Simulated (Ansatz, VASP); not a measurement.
**AlN in VASP and in Ansatz**

```
CELL_PARAMETERS angstrom
0.00000 2.07409 2.07409
2.07409 0.00000 2.07409
2.07409 2.07409 0.00000
ATOMIC_POSITIONS crystal
Al 0.50000 0.50000 0.50000
N 0.00000 0.00000 0.00000
```

Alike in both runs: task single point; functional PBEsol; k mesh 10 × 10 × 10; occupations gaussian, width 0.02 eV; no spin polarisation.

```csv
,VASP,Ansatz
version,VASP 6.6.1,Ansatz 0.2.0
potentials or method,"VASP PAW PBE potentials, release 64 (Al, N)","scalar-relativistic, plane waves, PAW"
plane-wave cutoff (eV),520,420
valence electrons in the cell,8,8
```

```csv
,VASP,Ansatz,Ansatz less VASP
gap on the k mesh at the Fermi level (eV),3.85,3.85,+0.003
least direct gap on the mesh (eV),4.61,4.59,-0.016
pressure (GPa),-17.1,-17.0,+0.09
```

Caveats: so large a pressure means that the cell lies far from this level's equilibrium, or that cutoff or potentials fall short (VASP); the potentials were made for another functional, which shifts forces and pressure (VASP). A k mesh can miss the band edges.
